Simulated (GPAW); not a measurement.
The system is Zn.

```
CELL_PARAMETERS angstrom
3.77113 0.00000 0.00000
0.00000 3.77113 0.00000
0.00000 0.00000 3.77113
ATOMIC_POSITIONS crystal
Zn 0.00000 0.50000 0.50000
Zn 0.50000 0.00000 0.50000
Zn 0.50000 0.50000 0.00000
```

The cell was built by a generator and needn't be a form met in nature.

Base run:

| Property | Result |
| --- | --- |
| Program | GPAW 26.7.0 |
| Functional | revPBE |
| Potentials or basis | the program's PAW data sets (release 1.2.1) made for this functional |
| Cutoff | 600 eV |
| Basis | pw |
| k mesh | 7 × 7 × 7 |
| Occupations | fermi-dirac, width 0.05 eV |
| Spin | no spin polarisation |

Its results: pressure 1.3 GPa.

Task: After a change of settings the same cell gave: pressure 2.1 GPa. Which change was it?
A. functional from revPBE to LDA
B. functional from revPBE to BLYP; potentials or basis from the program's PAW data sets (release 1.2.1) made for this functional to PAW data sets generated in the run's folder for this functional
C. functional from revPBE to r2SCAN; potentials or basis from the program's PAW data sets (release 1.2.1) made for this functional to GPAW PAW data sets (gpaw-data 1.2.1)
D. functional from revPBE to RPBE

Result: D.

Runs at the PBE level aren't shown here.
